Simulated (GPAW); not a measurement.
# Zn K-edge XANES of zinc-blende (ZnS)₁₋ₓ(ZnSe)ₓ at x = 1, part 2 of 2

Aim: the Zn K edge in zinc-blende (ZnS)₁₋ₓ(ZnSe)ₓ at x = 1, one member of a composition series.

GPAW 26.7.0; X-ray absorption from dipole matrix elements to empty bands, plane-wave PAW PBE.

So far. Step 2 (Ground state of the crystal): The mesh shows a gap of 1.30 eV. The excited electron is kept all the same, so that all members of the series, with or without a gap, are treated alike.

## Step 4: Spectrum with XCH, Zn atom 1

The holes are 8.0 Å apart. In GPAW the data set carries the hole's charge, so charge=0 means a charged cell and charge=-1 a neutral one. The excited electron is kept in the cell, where it fills the lowest empty states and screens the hole. After the field has converged, empty bands are computed with the density fixed and the dipole matrix elements are summed.

The absorber has 4 Se at 2.45 Å (tetrahedral).

xas.py reads:

```python
import numpy as np
from ase import Atoms
from ase.parallel import parprint, paropen
from gpaw import GPAW, PW, FermiDirac, Mixer, MixerDif, setup_paths
from gpaw.test import gen
setup_paths.insert(0, '.')
gen('Zn', name='fch1s', xcname='PBE', corehole=(1, 0, 1), write_xml=True)
from gpaw.mpi import world
world.barrier()

atoms = Atoms('ZnSeZnSeZnSeZnSeZnSeZnSeZnSeZnSe',
    cell=[[0, 5.668, 5.668],
     [5.668, 0, 5.668],
     [5.668, 5.668, 0]],
    scaled_positions=[[0, 0, 0],
     [0.125, 0.125, 0.125],
     [0, 0, 0.5],
     [0.125, 0.125, 0.625],
     [0, 0.5, 0],
     [0.125, 0.625, 0.125],
     [0, 0.5, 0.5],
     [0.125, 0.625, 0.625],
     [0.5, 0, 0],
     [0.625, 0.125, 0.125],
     [0.5, 0, 0.5],
     [0.625, 0.125, 0.625],
     [0.5, 0.5, 0],
     [0.625, 0.625, 0.125],
     [0.5, 0.5, 0.5],
     [0.625, 0.625, 0.625]],
    pbc=True)
atoms.calc = calc = GPAW(legacy_gpaw=True, mode=PW(400, force_complex_dtype=True), xc='PBE', setups={0: 'fch1s'},
    kpts={'size': (3, 3, 3), 'gamma': True}, occupations=FermiDirac(0.04),
    charge=-1, mixer=Mixer(0.1, 5, 50), maxiter=150,
    convergence={'density': 0.0001, 'eigenstates': 1e-6}, txt='scf.txt')
energy = atoms.get_potential_energy() + calc.get_reference_energy()
ef = calc.get_fermi_level()
out = dict(energy=energy, fermi=ef, forces=atoms.get_forces().tolist())
parprint(f'all-electron energy {energy:.4f} eV, Fermi level {ef:.4f} eV')
ev = np.array([[calc.get_eigenvalues(k, s) for k in range(len(calc.get_ibz_k_points()))] for s in range(calc.get_number_of_spins())])
out['homo'], out['lumo'], out['counts'] = ev[ev < ef].max(), ev[ev > ef].min(), sorted(set((ev < ef).sum((0, 2)).tolist()))
out['filled'] = (ev[:, 0] < ef).sum(1).tolist()

from ase.units import Ha
from gpaw.xas import dipole_matrix_elements
nb = int(calc.get_number_of_electrons() / 2) + 186
top, nb = nb, nb + 8 + nb // 12
nscf = calc.fixed_density(kpts={'size': (4, 4, 4), 'gamma': True}, nbands=nb,
    convergence={'bands': top, 'eigenstates': 5e-3}, maxiter=60, txt='nscf.txt')
cell = atoms.cell.array
ops = [cell.T @ U.T @ np.linalg.inv(cell.T) for U in nscf.wfs.kd.symmetry.op_scc]
filled = [72]  # bands filled in the ground state, by spin
E = np.arange(-6, 30, 0.1)
fwhm = np.interp(E, [4, 25], [1.67, 3.5])
Y, X, zero, highest = 0, 0, 1e9, 1e9
for spin in range(nscf.get_number_of_spins()):
    wfs = nscf.wfs
    mine = wfs.bd.get_slice()  # this rank's bands
    A = dipole_matrix_elements(wfs.setups[0])
    eps = np.zeros((wfs.kd.nibzkpts, nb))
    d = np.zeros((3, A.shape[1], wfs.kd.nibzkpts, nb), complex)
    for kpt in wfs.kpt_u:
        if kpt.s == spin and 0 in kpt.P_ani:
            eps[kpt.k, mine] = kpt.eps_n * Ha
            d[:, :, kpt.k, mine] = (kpt.weight * wfs.nspins / 2) ** 0.5 * np.inner(A, kpt.P_ani[0])
    world.sum(eps)
    world.sum(d)
    T = np.einsum('amkn,bmkn->abkn', d, d.conj()).real
    T = sum(np.einsum('ai,ijkn,bj->abkn', R, T, R) for R in ops) / len(ops)
    empty = np.ones_like(eps, bool) & (np.arange(nb) >= filled[spin])
    zero, highest = min(zero, eps[empty].min()), min(highest, eps[:, top - 1].min())
    lines = [(eps, T, empty)] if spin == 0 else lines + [(eps, T, empty)]
for eps, T, empty in lines:
    f = np.einsum('aakn->akn', T).reshape(3, -1)
    x = eps.ravel() - zero
    w = np.interp(x, E, fwhm) / 2.35482
    g = np.exp(-0.5 * ((E[:, None] - x) / w) ** 2) / (w * (2 * np.pi) ** 0.5)
    Y = Y + (f * empty.ravel()) @ g.T
    X = X + (f * ~empty.ravel()) @ g.T
out.update(E=E.round(2).tolist(), xas=Y.tolist(), xes=X.tolist(), zero=zero, valid=highest - zero, nk=len(eps), nb=nb)
for i in range(0, len(E), 10):
    parprint(f'{E[i]:7.2f}', *(f'{v:10.3e}' for v in Y[:, i]))
import json
with paropen('out.json', 'w') as f:
    json.dump(out, f)
```

On the command line:

```
OMP_NUM_THREADS=1 mpirun -n 4 gpaw python xas.py
```

Numbers of over 12 decimals in the logs are rounded to 6 here.

The log of the run:

```text
Input parameters:
  charge: -1
  convergence: {density: 0.0001,
                eigenstates: 1e-06}
  kpts: {gamma: True,
         size: (3, 3, 3)}
  maxiter: 150
  mixer: {backend: pulay,
          beta: 0.1,
          method: separate,
          nmaxold: 5,
          weight: 50}
  mode: {ecut: 400.0,
         force_complex_dtype: True,
         name: pw}
  occupations: {fixmagmom: False,
                name: fermi-dirac,
                width: 0.04}
  setups: {0: fch1s}
  xc: PBE

Initialize ...

[... PAW data sets ...]

Reference energy: -910020.097629  # eV

Spin-paired calculation

[... convergence settings ...]
Symmetries present (total): 24
  [... symmetry matrices ...]

27 k-points: 3 x 3 x 3 Monkhorst-Pack grid
4 k-points in the irreducible part of the Brillouin zone
       k-points in crystal coordinates                weights
   0:     0.00000000    0.00000000    0.00000000          1/27
   1:     0.33333333    0.33333333   -0.33333333         12/27
   2:     0.33333333    0.33333333    0.00000000          6/27
   3:     0.33333333    0.33333333    0.33333333          8/27

Wave functions: Plane wave expansion
  Cutoff energy: 400.000 eV
  Number of coefficients (min, max): 6605, 6616
  Pulay-stress correction: 0.000000 eV/Ang^3 (de/decut=0.000000)
  Using FFTW library
  Wavefunction extrapolation:
    Improved wavefunction reuse through dual PAW basis

Occupation numbers: Fermi-Dirac:
  width: 0.0400  # eV

Eigensolver
   Davidson(niter=2)

Densities:
  Coarse grid: 40*40*40 grid
  Fine grid: 80*80*80 grid
  Total Charge: 0.000000

Density mixing:
  Method: separate
  Backend: pulay
  Linear mixing parameter: 0.1
  old densities: 5
  Width of damping distribution: 1.1
  Damping of long wavelength oscillations: 50

[... Hamiltonian set-up ...]
Number of atoms: 16
Number of atomic orbitals: 104
Number of bands in calculation: 91
Number of valence electrons: 145
Bands to converge: occupied

... initialized

Initializing position-dependent things.

Density initialized from atomic densities
Creating initial wave functions:
  91 bands from LCAO basis set

                             Se

                    Se   Zn
                      Se
                Zn
             Se            Se
                  Zn
                  Se
         Zn            Zn
                    Se
              Zn
           Se   Zn

       Zn

Atomic positions and initial magnetic moments

Positions:
   0 Zn     0.000000    0.000000    0.000000    ( 0.0000,  0.0000,  0.0000)
   1 Se     1.417000    1.417000    1.417000    ( 0.0000,  0.0000,  0.0000)
   2 Zn     2.834000    2.834000    0.000000    ( 0.0000,  0.0000,  0.0000)
   3 Se     4.251000    4.251000    1.417000    ( 0.0000,  0.0000,  0.0000)
   4 Zn     2.834000    0.000000    2.834000    ( 0.0000,  0.0000,  0.0000)
   5 Se     4.251000    1.417000    4.251000    ( 0.0000,  0.0000,  0.0000)
   6 Zn     5.668000    2.834000    2.834000    ( 0.0000,  0.0000,  0.0000)
[...]
13 Se     4.251000    4.251000    7.085000    ( 0.0000,  0.0000,  0.0000)
  14 Zn     5.668000    5.668000    5.668000    ( 0.0000,  0.0000,  0.0000)
  15 Se     7.085000    7.085000    7.085000    ( 0.0000,  0.0000,  0.0000)

Unit cell:
           periodic     x           y           z      points  spacing
  1. axis:    yes    0.000000    5.668000    5.668000    40     0.1636
  2. axis:    yes    5.668000    0.000000    5.668000    40     0.1636
  3. axis:    yes    5.668000    5.668000    0.000000    40     0.1636

  Lengths:   8.015762   8.015762   8.015762
  Angles:   60.000000  60.000000  60.000000

Effective grid spacing dv^(1/3) = 0.1785

iter:   1   -57.946859
iter:   2   -56.546654   -0.42  -1.21
iter:   3   -54.665037   -1.04  -1.29
iter:   4   -54.660365   -1.85  -1.55
iter:   5   -54.654801c  -1.97  -1.58
iter:   6   -54.630262c  -2.92  -2.13
iter:   7   -54.619813c  -3.06  -2.23
iter:   8   -54.616033c  -3.95  -2.80
iter:   9   -54.615654c  -3.58  -2.90
iter:  10   -54.614098c  -4.51  -3.09
iter:  11   -54.614123c  -5.34  -3.46
iter:  12   -54.614087c  -5.18  -3.46
iter:  13   -54.614079c  -5.55  -3.65
iter:  14   -54.614085c  -6.43c -4.03c

Converged after 14 iterations.

Dipole moment: (-28.909446, -28.909446, -28.909446) |e|*Ang

Energy contributions relative to reference atoms: (reference = -910020.097629)

Kinetic:       +131.170455
Potential:     -113.695936
External:        +0.000000
XC:             -71.482724
Entropy (-ST):   -0.014394
Local:           -0.598683
SIC:             +0.000000
--------------------------
Free energy:    -54.621282
Extrapolated:   -54.614085

Showing only first 2 kpts
 Kpt  Band  Eigenvalues  Occupancy
  0    70      3.87637    2.00000
  0    71      3.87637    2.00000
  0    72      4.82493    2.00000
  0    73      5.88676    2.00000

  1    70      2.75140    2.00000
  1    71      3.49655    2.00000
  1    72      6.76473    0.00052
[...]
Fermi level: 6.43463

No gap
No difference between direct/indirect transitions

Forces in eV/Ang:
  0 Zn   -0.00000    0.00000   -0.00000
  1 Se    0.20883    0.20883    0.20883
  2 Zn   -0.00000   -0.00000   -0.15005
  3 Se   -0.20883   -0.20883    0.20883
  4 Zn    0.00000   -0.15005    0.00000
  5 Se   -0.20883    0.20883   -0.20883
  6 Zn    0.15005    0.00000   -0.00000
[...]
13 Se    0.00471    0.00471   -0.00471
 14 Zn    0.00000    0.00000    0.00000
 15 Se   -0.00471   -0.00471   -0.00471
Scalar-relativistic atomic PBE calculation for Zn (Zinc, Z=30)
Core hole in 1s state (1s occupation: 1.0)
600 radial gridpoints.
|------------------------------------------------|
|------------------------------------------------|
[... the atom generator's iteration count ...]

Energy contributions:
-------------------------
Kinetic:    +1457.970091
XC:           -62.631801
Potential:  -2834.535616
-------------------------
Total:      -1439.197326

state      eigenvalue         ekin         rmax
-----------------------------------------------
1s^1.0 :  -363.089361   458.784609        0.033
2s^2.0 :   -45.681210    90.109297        0.185
2p^6.0 :   -40.586365    89.039872        0.147
3s^2.0 :    -5.602745    20.202422        0.571
3p^6.0 :    -3.926114    18.237897        0.568
3d^10.0:    -1.022506    13.067112        0.532
4s^2.0 :    -0.591866     2.112153        1.874
4p^0.0 :    -0.335189     1.283448        2.317
-----------------------------------------------
(units: Bohr and Hartree)

Generating PAW setup
Kinetic energy of the core from tauc = 1335.832873827155
Cutoffs:
rc(s)=2.430
rc(p)=2.400
rc(d)=2.230
rc(vbar)=2.260
rc(comp)=2.200
rc(nct)=2.430

Kinetic energy of the core states: 1323.074664
Charge: 1.0
Core electrons: 17.0
Valence electrons: 12.0
Pseudo-core charge: 0.062099
Shape function alpha=2.066
Pseudo-electron charge 3.417638
state    eigenvalue         norm
--------------------------------
4s(2) :    -0.591866     1.201133
*s    :     0.408134
4p(0) :    -0.335189     1.021145
*p    :     0.664811
3d(10):    -1.022506     0.095327
*d    :    -0.022506
--------------------------------

Diagonalizing with gridspacing h=0.050

state   all-electron     PAW
-------------------------------
4s:      -0.591866    -0.592148
4p:      -0.335189    -0.335391
3d:      -1.022506    -1.022962
*f:                   -0.019081
-------------------------------
all-electron energy -910074.7117 eV, Fermi level 6.4346 eV
[...]
27.00  1.482e-07  1.482e-07  1.482e-07
  28.00  1.483e-07  1.483e-07  1.483e-07
  29.00  1.470e-07  1.470e-07  1.470e-07
```

The job ended after 3.4 min (4 MPI ranks of Arm Neoverse N1, shared host; peak memory 0.54 GiB; 14 min of CPU time).

The Zn K spectrum, Zn atom 1, excited-electron core hole (neutral cell) (energy from the bottom of the conduction band, which holds the excited electron; intensity scaled to a mean of 1 over the first 20 eV):

```tsv
E (eV)	intensity
-2.00	0.00
-1.25	0.00
-0.50	0.00
0.25	0.04
1.00	0.17
1.75	0.48
2.50	0.90
3.25	1.19
4.00	1.58
4.75	2.04
5.50	1.90
6.25	1.33
7.00	0.97
7.75	0.94
8.50	1.01
9.25	0.97
10.00	0.88
10.75	0.91
11.50	1.08
12.25	1.23
13.00	1.23
13.75	1.12
14.50	0.99
15.25	0.87
16.00	0.78
16.75	0.77
17.50	0.82
18.25	0.86
19.00	0.83
19.75	0.76
20.50	0.73
21.25	0.76
22.00	0.81
22.75	0.84
23.50	0.84
24.25	0.84
25.00	0.85
25.75	0.88
26.50	0.90
27.25	0.91
28.00	0.90
28.75	0.90
```

Main maxima below 28 eV (height): 5.0 eV (2.08), 8.6 eV (1.01), 12.6 eV (1.25) and 18.4 eV (0.86). A K edge sees empty p states on the absorber.

The total-energy difference is 9692.52 eV. One term is added: -30.96 eV, since the hole is spin-paired here and a spin-polarised one costs that much less in the free atom (computed apart). The photon energy is then 9661.56 eV. The tabulated edge of the element is 9659 eV. The functional leaves an error of a few eV in such absolute values.

## Step 5: What came out

| Property | Result |
| --- | --- |
| absorber and edge | Zn K, atom 1 of the ground-state input (counted from 1) |
| surroundings | 4 Se at 2.45 Å (tetrahedral) |
| highest intensity below 24 eV | 5.0 eV above the zero, height 2.08 |
| photon energy of the zero, with the added terms | 9661.6 eV (raw 9692.5 eV; uncertain by a few eV) |

**Reading.** The Zn K edge of atom 1, with 4 Se at 2.45 Å (tetrahedral), has its highest intensity of the first 24 eV at 5.0 eV above the zero, near 9667 eV in photon energy (uncertain by a few eV), 2.1 times the mean level of the first 20 eV (Gaussian full width 1.67 eV up to 4 eV, rising linearly to 3.5 eV at 25 eV). The script folds with a Gaussian, whereas the core hole's own line is a Lorentzian, so the onset is too steep and the first peak too high.

[Banner, clock and machine lines of the logs are left out without a mark of their own.]

[Logs are printed without paths, hosts, clocks, repeated set-up lines and the standing remarks that a program may print on its own settings, such as how far it seeks lower states.]

[Hosts, paths, dates, database ids (printed as entryN), source tags and the programs' standing remarks are cut or masked in the printed files.]

[Lists of maxima count a maximum above −3 eV only where it reaches 4 % of the highest in the window and stands out from its surroundings by 2 % of it (1.5 % where it reaches 55 %); shoulders and weaker maxima are passed over, and of the rest the first, up to two pre-edge ones and the few strongest are named.]
